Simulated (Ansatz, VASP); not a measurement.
**Two plane-wave programs on PbS**

File INCAR:

```
SYSTEM = PbS
ALGO = Fast
EDIFF = 1E-7
ENCUT = 520
GGA = PS
ISIF = 2
ISMEAR = 0
LASPH = .TRUE.
LCHARG = .FALSE.
LREAL = .FALSE.
LWAVE = .FALSE.
NBANDS = 17
NELM = 100
PREC = Accurate
SIGMA = 0.02
```

Contents of KPOINTS:

```
k-points
0
G
  9 9 9
  0 0 0
```

Contents of POSCAR:

```
PbS
1.0
    2.1255278156      1.2271740564      3.6800533969
   -2.1255278156      1.2271740564      3.6800533969
    0.0000000000     -2.4543481130      3.6800533969
Pb S
1 1
Direct
    0.9709093078      0.9709093078      0.9709093078
    0.4846920222      0.4846920222      0.4846920222
```

Input for Ansatz:

```yaml
crystal:
  lattice:
    - [2.1255278156, 1.2271740564, 3.6800533969]
    - [-2.1255278156, 1.2271740564, 3.6800533969]
    - [0.0, -2.454348113, 3.6800533969]
  atoms:
    - { symbol: Pb, position: [0.9709093078, 0.9709093078, 0.9709093078] }
    - { symbol: S, position: [0.4846920222, 0.4846920222, 0.4846920222] }
basis:
  ecutwfc: 420
kpoints:
  mp_grid: { grid: [9, 9, 9] }
hamiltonian:
  xc: pbesol
scf:
  occupations: { method: gaussian, width: 0.02 }
output:
  forces: true
  stress: true
  eigenvalues: true
```

Alike in both runs: task single point; functional PBEsol; k mesh 9 × 9 × 9; occupations gaussian, width 0.02 eV; no spin polarisation.

```csv
,VASP,Ansatz
version,VASP 6.6.1,Ansatz 0.2.0
potentials or method,"VASP PAW PBE potentials, release 64 (Pb_d, S)","scalar-relativistic, plane waves, PAW"
plane-wave cutoff (eV),520,420
valence electrons in the cell,20,20
```

|  | VASP | Ansatz | Ansatz less VASP |
| --- | --- | --- | --- |
| gap on the k mesh at the Fermi level (eV) | 0.71 | 0.71 | -0.003 |
| least direct gap on the mesh (eV) | 0.86 | 0.86 | -0.003 |
| pressure (GPa) | -5.1 | -5.1 | +0.03 |
| largest component of the traceless stress (GPa) | 1.42 | 1.42 | +0.001 |
| rms of the force components (eV/Å) | 0.067 | 0.068 | +0.0006 |

Atom by atom the forces differ by 0.001 eV/Å (rms over components). The functional is the same, so the differences come from potentials, cutoffs and numerics.

Caveats: the PAW data sets were made with another functional, which shifts forces and pressure a little (VASP). Spin-orbit coupling is left out, which matters for the levels of Pb.
